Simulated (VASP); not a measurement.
# ZrB2 (P6/mmm) in VASP: notebook, part 3 of 3

VASP 6.6.1. The steps go on from the part before.

## (12) Single point, PBE (atoms moved at random, drawn with an rms of 0.05 Å)

File INCAR:

```
PREC = Accurate
ENCUT = 520
EDIFF = 1E-7
ISMEAR = -1
SIGMA = 0.05
LREAL = F
LASPH = T
NELM = 60
ALGO = Normal
ISIF = 2
LWAVE = F
LCHARG = F
GGA = PE
NBANDS = 16
```

File KPOINTS:

```
regular mesh
0
Gamma
  10 10 8
```

File POSCAR:

```
ZrB2
1.0
    3.1700000000      0.0000000000      0.0000000000
   -1.5850000000      2.7453005300      0.0000000000
    0.0000000000      0.0000000000      3.5330000000
Zr B
1 2
Direct
    0.0005520000      0.0210970000     -0.0087420000
    0.6546680000      0.3300410000      0.4957830000
    0.3421360000      0.6650570000      0.5141110000
```

Potentials or basis: VASP PAW PBE potentials, release 64 (Zr_sv, B).

On the command line:

```
cat potpaw_PBE.64/Zr_sv/POTCAR potpaw_PBE.64/B/POTCAR > POTCAR
mpirun -np 1 vasp_std > vasp.out
```

OUTCAR:

```text
PREC = Accurate
   ENCUT = 520
   EDIFF = 1E-7
   ISMEAR = -1
   LREAL = F
   LASPH = T
   NELM = 60
   ISIF = 2
   GGA = PE

 ion  position               nearest neighbor table
   1  0.001  0.021  0.991-   3 2.44   3 2.47   2 2.51   2 2.51   2 2.53   2 2.53   3 2.55   3 2.56
                             2 2.58   3 2.59   2 2.60   3 2.66
   2  0.655  0.330  0.496-   3 1.78   3 1.83   3 1.89   1 2.51   1 2.51   1 2.53   1 2.53   1 2.58
                             1 2.60
   3  0.342  0.665  0.514-   2 1.78   2 1.83   2 1.89   1 2.44   1 2.47   1 2.55   1 2.56   1 2.59
                             1 2.66
[... 985 lines left out ...]
  Direction    XX          YY          ZZ          XY          YZ          ZX
  --------------------------------------------------------------------------------------
  -------------------------------------------------------------------------------------
  Total        0.3358553      0.2838024      0.5005734      0.1121030     -0.1367676      0.0848908
  in kB       17.5012868     14.7888315     26.0846812      5.8416424     -7.1269039      4.4236280
  external PRESSURE =      19.4582665 kB  Pullay stress =       0.0000000 kB

 VOLUME and BASIS-vectors are now :
 -----------------------------------------------------------------------------
  energy-cutoff  :      520.00
  volume of cell :       30.75
      direct lattice vectors                 reciprocal lattice vectors
     3.170000000  0.000000000  0.000000000     0.315457413  0.182129422  0.000000000
    -1.585000000  2.745300530  0.000000000     0.000000000  0.364258845  0.000000000
     0.000000000  0.000000000  3.533000000     0.000000000  0.000000000  0.283045570

 POSITION                                       TOTAL-FORCE (eV/Angst)
 -----------------------------------------------------------------------------------
     -0.03169      0.05792      3.50211         0.376062     -0.837219      0.694681
      1.55218      0.90606      1.75160         0.532330      0.397545      0.042157
      0.03046      1.82578      1.81635        -0.908391      0.439674     -0.736838
 -----------------------------------------------------------------------------------
    total drift:                                0.000021     -0.000037     -0.000022

  FREE ENERGIE OF THE ION-ELECTRON SYSTEM (eV)
  ---------------------------------------------------
  free  energy   TOTEN  =       -24.8904465767 eV

  energy  without entropy=      -24.8875449162  energy(sigma->0) =      -24.88899575
```

It took 91 s on 1 thread of Intel Xeon Platinum 8488C (Sapphire Rapids), shared host; peak memory 0.29 GiB.

Results:

```yaml
Free_energy: -24.8904 eV
Pressure: 1.9 GPa
Largest_force: 1.250 eV/Å
Band_gap_on_the_k_mesh: none (metal or under the smearing width)
```

Forces in eV/Å, atoms in the order of the input:
```
Zr   0.376 -0.837  0.695
B    0.532  0.398  0.042
B   -0.908  0.440 -0.737
```

Stress tensor (GPa, compression positive):
```
 1.75  0.58  0.44
 0.58  1.48 -0.71
 0.44 -0.71  2.61
```

## (13) Equation of state, PBE, 9.63 Å³/atom (volume scaled by 0.94)

File INCAR:

```
SYSTEM = ZrB2
ALGO     = Normal         ! electronic algorithm
EDIFF    = 1E-7           ! SCF threshold, eV
ENCUT    = 520            ! plane-wave cutoff, eV
GGA      = PE             ! functional
ISIF     = 2              ! what is computed and relaxed
ISMEAR   = -1             ! smearing method
LASPH    = .TRUE.         ! aspherical terms in the spheres
LCHARG   = .FALSE.        ! write CHGCAR
LREAL    = .FALSE.        ! projectors in reciprocal space
LWAVE    = .FALSE.        ! write WAVECAR
NBANDS   = 16             ! bands
NELM     = 60             ! most SCF steps
PREC     = Accurate       ! precision mode
SIGMA    = 0.05           ! smearing width, eV
```

File KPOINTS:

```
k-points
0
G
  10 10 8
  0 0 0
```

File POSCAR:

```
ZrB2
1.0
    3.1052879646      0.0000000000      0.0000000000
   -1.5526439823      2.6892582634      0.0000000000
    0.0000000000      0.0000000000      3.4608777221
Zr B
1 2
Direct
    0.0000000000      0.0000000000      0.0000000000
    0.6666666667      0.3333333333      0.5000000000
    0.3333333333      0.6666666667      0.5000000000
```

On the command line:

```
cat potpaw_PBE.64/Zr_sv/POTCAR potpaw_PBE.64/B/POTCAR > POTCAR
mpirun -np 1 vasp_std > vasp.out
```

Wall time 22 s (1 thread of Intel Xeon Platinum 8488C (Sapphire Rapids), shared host); peak memory 0.16 GiB.

Results (log left out):

```
Free energy            : -24.8710 eV
Pressure               : 17.9 GPa
Band gap on the k mesh : none (metal or under the smearing width)
```

## (14) Equation of state, PBE, 9.84 Å³/atom (volume scaled by 0.96)

File INCAR:

```
SYSTEM = ZrB2
PREC = Accurate
ENCUT = 520
EDIFF = 1E-7
ISMEAR = -1
SIGMA = 0.05
LREAL = .False.
LASPH = .True.
NELM = 80
ALGO = Normal
ISIF = 2
LWAVE = .False.
LCHARG = .False.
GGA = PE
NBANDS = 16
```

File KPOINTS:

```
Automatic mesh
0
Gamma
  10 10 8
  0 0 0
```

File POSCAR:

```
ZrB2
1.0
    3.1271569103      0.0000000000      0.0000000000
   -1.5635784551      2.7081973259      0.0000000000
    0.0000000000      0.0000000000      3.4852509034
Zr B
1 2
Direct
    0.0000000000      0.0000000000      0.0000000000
    0.6666666667      0.3333333333      0.5000000000
    0.3333333333      0.6666666667      0.5000000000
```

On the command line:

```
cat potpaw_PBE.64/Zr_sv/POTCAR potpaw_PBE.64/B/POTCAR > POTCAR
mpirun -np 1 vasp_std > vasp.out
```

Wall time 18 s (1 thread of Intel Xeon Platinum 8488C (Sapphire Rapids), shared host); peak memory 0.15 GiB.

Results (log left out):

| Quantity | Value |
| --- | --- |
| Free energy | -24.9279 eV |
| Pressure | 11.7 GPa |
| Band gap on the k mesh | none (metal or under the smearing width) |

## (15) Equation of state, PBE, 10.04 Å³/atom (volume scaled by 0.98)

File INCAR:

```
ALGO     = Normal         # electronic algorithm
EDIFF    = 1E-7           # SCF threshold, eV
ENCUT    = 520            # plane-wave cutoff, eV
GGA      = PE             # functional
ISIF     = 2              # what is computed and relaxed
ISMEAR   = -1             # smearing method
LASPH    = True           # aspherical terms in the spheres
LCHARG   = False          # write CHGCAR
LREAL    = False          # projectors in reciprocal space
LWAVE    = False          # write WAVECAR
NBANDS   = 16             # bands
NELM     = 60             # most SCF steps
PREC     = Accurate       # precision mode
SIGMA    = 0.05           # smearing width, eV
```

File KPOINTS:

```
k-points
0
Gamma
  10 10 8
```

File POSCAR:

```
ZrB2
1.0
    3.1487241912      0.0000000000      0.0000000000
   -1.5743620956      2.7268751391      0.0000000000
    0.0000000000      0.0000000000      3.5092878761
Zr B
1 2
Direct
    0.0000000000      0.0000000000      0.0000000000
    0.6666666667      0.3333333333      0.5000000000
    0.3333333333      0.6666666667      0.5000000000
```

Potentials or basis: VASP PAW PBE potentials, release 64 (Zr_sv, B).

On the command line:

```
cat potpaw_PBE.64/Zr_sv/POTCAR potpaw_PBE.64/B/POTCAR > POTCAR
mpirun -np 1 vasp_std > vasp.out
```

It took 19 s on 1 thread of Intel Xeon Platinum 8488C (Sapphire Rapids), shared host; peak memory 0.16 GiB.

The run converged. Its results:

| Item | Value |
| --- | --- |
| Free energy | -24.9622 eV |
| Pressure | 6.0 GPa |
| Band gap on the k mesh | none (metal or under the smearing width) |

## (16) Equation of state, PBE, 10.45 Å³/atom (volume scaled by 1.02)

File INCAR:

```
PREC = Accurate
ENCUT = 520
EDIFF = 1E-7
ISMEAR = -1
SIGMA = 0.05
LREAL = F
LASPH = T
NELM = 80
ALGO = Normal
ISIF = 2
LWAVE = F
LCHARG = F
GGA = PE
NBANDS = 16
```

File KPOINTS:

```
Automatic mesh
0
Gamma
  10 10 8
```

File POSCAR:

```
ZrB2
1.0
    3.1909939893      0.0000000000      0.0000000000
   -1.5954969947      2.7634818581      0.0000000000
    0.0000000000      0.0000000000      3.5563980329
Zr B
1 2
Direct
    0.0000000000      0.0000000000      0.0000000000
    0.6666666667      0.3333333333      0.5000000000
    0.3333333333      0.6666666667      0.5000000000
```

On the command line:

```
cat potpaw_PBE.64/Zr_sv/POTCAR potpaw_PBE.64/B/POTCAR > POTCAR
mpirun -np 1 vasp_std > vasp.out
```

Run time: 18 s. Hardware: 1 thread of Intel Xeon Platinum 8488C (Sapphire Rapids), shared host; peak memory 0.16 GiB.

The run converged. Its results:

```
Free energy            : -24.9708 eV
Pressure               : -3.7 GPa
Band gap on the k mesh : none (metal or under the smearing width)
```

## (17) Equation of state, PBE, 10.66 Å³/atom (volume scaled by 1.04)

INCAR: that of step 16 with these lines changed.

```diff
@@ -7,3 +7,3 @@
 LASPH = T
-NELM = 80
+NELM = 60
 ALGO = Normal
```

File KPOINTS:

```
regular mesh
0
Gamma
  10 10 8
```

File POSCAR:

```
ZrB2
1.0
    3.2117153101      0.0000000000      0.0000000000
   -1.6058576551      2.7814270483      0.0000000000
    0.0000000000      0.0000000000      3.5794921737
Zr B
1 2
Direct
    0.0000000000      0.0000000000      0.0000000000
    0.6666666667      0.3333333333      0.5000000000
    0.3333333333      0.6666666667      0.5000000000
```

On the command line:

```
cat potpaw_PBE.64/Zr_sv/POTCAR potpaw_PBE.64/B/POTCAR > POTCAR
mpirun -np 1 vasp_std > vasp.out
```

It took 20 s on 1 thread of Intel Xeon Platinum 8488C (Sapphire Rapids), shared host; peak memory 0.16 GiB.

Results (log left out):

| Property | Result |
| --- | --- |
| Free energy | -24.9489 eV |
| Pressure | -7.9 GPa |
| Band gap on the k mesh | none (metal or under the smearing width) |

## (18) Equation of state, PBE, 10.86 Å³/atom (volume scaled by 1.06)

File INCAR:

```
  PREC = Accurate
  ENCUT = 520
  EDIFF = 1E-7
  ISMEAR = -1
  SIGMA = 0.05
  LREAL = False
  LASPH = True
  NELM = 60
  ALGO = Normal
  ISIF = 2
  LWAVE = False
  LCHARG = False
  GGA = PE
  NBANDS = 16
```

File KPOINTS:

```
Automatic mesh
0
Gamma
  10 10 8
```

File POSCAR:

```
ZrB2
1.0
    3.2321726471      0.0000000000      0.0000000000
   -1.6160863235      2.7991436218      0.0000000000
    0.0000000000      0.0000000000      3.6022921016
Zr B
1 2
Direct
    0.0000000000      0.0000000000      0.0000000000
    0.6666666667      0.3333333333      0.5000000000
    0.3333333333      0.6666666667      0.5000000000
```

Potentials or basis: VASP PAW PBE potentials, release 64 (Zr_sv, B).

On the command line:

```
cat potpaw_PBE.64/Zr_sv/POTCAR potpaw_PBE.64/B/POTCAR > POTCAR
mpirun -np 1 vasp_std > vasp.out
```

Run time: 20 s. Hardware: 1 thread of Intel Xeon Platinum 8488C (Sapphire Rapids), shared host; peak memory 0.16 GiB.

It converged, with:

```yaml
Free_energy: -24.9116 eV
Pressure: -11.7 GPa
Band_gap_on_the_k_mesh: none (metal or under the smearing width)
```

## (19) Equation of state, PBE

No new run: the results of the series are fitted here.

Results:

```yaml
Equilibrium_volume: 10.29 Å³/atom
Bulk_modulus_at_fixed_shape_and_positions: 239 GPa
Pressure_derivative_of_the_bulk_modulus: 3.9
```

Energy against volume, from the lowest point:
```tsv
volume (Å³/atom)	energy (meV/atom)
9.634	34.95
9.839	15.97
10.044	4.54
10.249	0.00
10.454	1.67
10.659	8.99
10.864	21.42
```

Caveat: the cell was scaled at fixed shape and fractional positions, which overstates the stiffness of a crystal with free parameters, most of all of layers and chains.

## (20) Summary

| task | level | cell | ladder | gap on the mesh (eV) | pressure (GPa) | V0 of scaled cells (Å³/atom) | B0 (GPa) | largest force (eV/Å) |
| --- | --- | --- | --- | --- | --- | --- | --- | --- |
| single point | PBEsol | as given | free | none | -3.8 | - | - | - |
| single point | PBEsol | atoms moved at random, drawn with an rms of 0.05 Å | free | none | -2.7 | - | - | 1.25 |
| equation of state | PBEsol | as given | free | - | - | 10.10 | 250 | - |
| single point | PBE | as given | - | none | 0.9 | - | - | - |
| single point | PBE | atoms moved at random, drawn with an rms of 0.05 Å | - | none | 1.9 | - | - | 1.25 |
| equation of state | PBE | as given | - | - | - | 10.29 | 239 | - |

Alike in all rows: potentials or basis VASP PAW PBE potentials, release 64 (Zr_sv, B); no spin polarisation; k mesh 10 × 10 × 8; cutoff (eV) 520; smearing fermi-dirac 0.05 eV.

Caveats: the PAW data sets were made with another functional, which shifts forces and pressure a little (some runs); the cell was scaled at fixed shape and fractional positions, which overstates the stiffness of a crystal with free parameters, most of all of layers and chains (some runs).

Absolute energies hang on the potentials; compare differences alone.
